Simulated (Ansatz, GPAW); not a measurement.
One calculation of Sr, 3 ways

```
Sr
1.0
    -2.43500    2.43500    2.43500
     2.43500   -2.43500    2.43500
     2.43500    2.43500   -2.43500
Sr
1
Cartesian
  0.0000 0.0000 0.0000
```

This isn't the form of Sr at room conditions, which is fcc.

The cell was measured well above room temperature.

Alike in all runs: task single point; functional PBEsol; k mesh 8 × 8 × 8; occupations gaussian, width 0.1 eV; no spin polarisation; no spin-orbit coupling. Pressure is positive in compression and, in plane waves, holds the error of the finite cutoff, which Ansatz's Pulay term estimates and takes out.

| program and potentials | plane-wave cutoff (eV) | notes | band gap (eV) | pressure (GPa) |
| --- | --- | --- | --- | --- |
| Ansatz, Ansatz PAW | 420 | potentials made for PBE, which Ansatz adapts in part | no gap | -1.26 |
| Ansatz, all-electron LAPW, scalar-relativistic | - | - | no gap | -1.26 |
| GPAW, PAW data sets generated for this functional | 600 | - | no gap | -1.22 |

None finds a gap. The pressure spans -1.26 (Ansatz, Ansatz PAW) to -1.22 GPa (GPAW, PAW data sets generated for this functional), with all-electron results at -1.26.

Differences between rows come from potentials, basis sets and numerical settings, since the functional is the same but for its coding. Runs on potential files found faulty are left out.
